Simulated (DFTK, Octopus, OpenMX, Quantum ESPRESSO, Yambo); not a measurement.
**Cost and result for the band gap of InP**

**What was measured.** The band gap of InP (F-43m) is reported as 1.42 eV (arxiv:cond-mat/0006134). The runs below try to reproduce it.

It takes space group F-43m (No. 216, cubic). The conventional cell has a = 5.861 Å, b = 5.861 Å, c = 5.861 Å, α = 90.00°, β = 90.00°, γ = 90.00°. Around In (site symmetry -43m) lie 4 P at 2.54 Å. Around P (site symmetry -43m) lie 4 In at 2.54 Å.

| rung | level | program and potentials | cutoff (eV) | k mesh | smearing | task | core time | chip | band gap (eV) | miss (eV) | notes |
| --- | --- | --- | --- | --- | --- | --- | --- | --- | --- | --- | --- |
| Hartree-Fock | Hartree-Fock on LDA | Yambo, PseudoDojo 0.4.1 SR LDA stringent | 1007 | 6 × 6 × 6 | fixed | Hartree-Fock levels | 3.5 s | Arm Neoverse V1 | 5.87 | +4.45 | 13 valence electrons an atom on average |
| Hartree-Fock | Hartree-Fock on PBEsol | Yambo, PseudoDojo 0.4 SR PBEsol stringent | 1116 | 6 × 6 × 6 | fixed | Hartree-Fock levels | 6.8 s | Intel Xeon Platinum 8488C Sapphire Rapids | 5.89 | +4.47 | 13 valence electrons an atom on average |
| GGA | PBE | Quantum ESPRESSO, SG15 PBE 1.2 | 952 | 6 × 6 × 6 | fermi-dirac 0.05 | single point | 25 s | Intel Xeon Platinum 8259CL Skylake/Cascade Lake | 0.71 | -0.71 | 9 valence electrons an atom on average |
| GGA | PBEsol | Octopus, pseudodojo_pbesol (PseudoDojo 0.4, PBEsol) | - | 8 × 8 × 8 | fermi-dirac 0.05 | single point | 2.3 min | Intel Xeon 6975P-C Granite Rapids | 0.61 | -0.81 | 9 valence electrons an atom on average |
| GGA | PBE | OpenMX, OpenMX 2013 PBE set, In7.0-s3p2d2f1, P7.0-s3p2d2f1, grid cutoff 500 Ry | - | 9 × 9 × 9 | fermi-dirac 0.05 | band structure | 2.4 min | Arm Neoverse V1 | 0.78 | -0.64 | atomic basis; 9 valence electrons an atom on average |
| LDA | LDA | DFTK, SG15 1.2 (PBE) | 1225 | 7 × 7 × 7 | fermi-dirac 0.05 | band structure | 8.4 min | AMD EPYC Zen 3 | 0.53 | -0.89 | potentials made for PBE; 9 valence electrons an atom on average |

Times are single runs on shared hosts and different chips, so they are rough; meshes, cutoffs and the tasks' sizes weigh on the time. All rows: no spin polarisation. Gaps are the least found on the k mesh or the band path, and a mesh can miss the band edges. Smearing widths are in eV. The cell comes from a database and isn't always the measured one. Meshes differ between rows, which moves values too. All levels ran on this one cell, unrelaxed unless noted. Meshes are those of the run's cell of 2 atoms unless a note names another. Misses use the values as printed. Runs on faulty files, with rough fits or with known faults for this quantity aren't shown. No row holds spin-orbit coupling.

By rung: LDA 0.53; GGA 0.61 to 0.71; Hartree-Fock 5.87 to 5.89; GGA in atomic bases 0.78 (eV). Measured: 1.42 eV (arxiv:cond-mat/0006134). Closest, coarse meshes and atomic bases left aside, is PBE with Quantum ESPRESSO, SG15 PBE 1.2 (-0.71 eV). LDA and GGA gaps fall short mostly because these functionals lack the derivative discontinuity; the runs are for a static lattice, while measurements hold temperature and zero-point motion.

The measured gap lies between two extremes: the semilocal functionals recover roughly half of it or less, while Hartree-Fock overshoots by more than 4 eV. The overshoot is what bare exchange gives in a covalent, readily polarisable semiconductor. In the real crystal the valence electrons screen the interaction strongly, and without that screening occupied and empty states are pushed too far apart. The two Hartree-Fock values, 5.87 and 5.89 eV, nearly coincide, which suggests that the choice of starting orbitals matters little beside the missing correlation.

In InP the valence top is mainly P 3p, while the conduction minimum has antibonding s character on both atoms. Spin-orbit coupling would split the p-like top and raise its upper edge, so including it would deepen the semilocal shortfall and trim the Hartree-Fock excess only slightly. The semilocal results therefore support a semiconducting ground state but not a quantitative absorption threshold. The listed gaps alone don't establish that the gap is direct, as it is known to be.
